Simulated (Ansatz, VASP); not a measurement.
## One calculation of Re, two programs

File INCAR:

```
ALGO = Normal
EDIFF = 1E-7
ENCUT = 520
GGA = RE
ISIF = 2
ISMEAR = -1
LASPH = T
LCHARG = F
LREAL = F
LWAVE = F
NBANDS = 18
NELM = 100
PREC = Accurate
SIGMA = 0.1
```

Contents of KPOINTS:

```
k-points
0
Gamma
  9 9 13
```

File POSCAR:

```
Re
1.0
    4.3320091951      0.0000000000      0.0000000000
   -2.1660045975      3.7516300124      0.0000000000
    0.0000000000      0.0000000000      2.7147834624
Re
3
Direct
    0.0000000000      0.0000000000      1.0000000000
    0.3333333333      0.6666666667      0.5000000000
    0.6666666667      0.3333333333      0.5000000000
```

Input for Ansatz:

```yaml
crystal:
  lattice:
    - [4.3320091951, 0.0, 0.0]
    - [-2.1660045975, 3.7516300124, 0.0]
    - [0.0, 0.0, 2.7147834624]
  atoms:
    - { symbol: Re, position: [0.0, 0.0, 1.0] }
    - { symbol: Re, position: [0.3333333333, 0.6666666667, 0.5] }
    - { symbol: Re, position: [0.6666666667, 0.3333333333, 0.5] }
hamiltonian:
  xc: revpbe
  pseudopotentials:
    kind: paw
    azcp:
      Re: "pseudopotentials/Re.paw.azcp"
basis:
  ecutwfc: 420
  fft_grid_basis: typed
kpoints:
  mp_grid: { grid: [9, 9, 13], shift: [0, 0, 0] }
magnetization:
  spin_polarized: false
scf:
  occupations: { method: fermi_dirac, width: 0.1 }
  lower_state_search: "off"
output:
  stress: true
```

Alike in both runs: task single point; functional revPBE; k mesh 9 × 9 × 13; occupations fermi-dirac, width 0.1 eV; no spin polarisation.

|  | VASP | Ansatz |
| --- | --- | --- |
| version | VASP 6.6.1 | Ansatz 0.2.0 |
| potentials or method | VASP PAW PBE potentials, release 64 (Re) | plane waves (420 eV) with PAW, scalar-relativistic |
| plane-wave cutoff (eV) | 520 | 420 |
| valence electrons in the cell | 21 | 45 |

Ansatz gave:

| Quantity | Value |
| --- | --- |
| pressure (GPa) | 15.2 |
| largest component of the traceless stress (GPa) | 1.85 |

**Question.** Which values does VASP return?

**Answer.** Pressure (GPa): 14.5; largest component of the traceless stress (GPa): 1.25.

The two sets of potentials don't hold the same shells in valence.

Caveats: the PAW data sets were made with another functional, which shifts forces and pressure a little (VASP). Spin-orbit coupling is left out, which matters for the levels of Re.
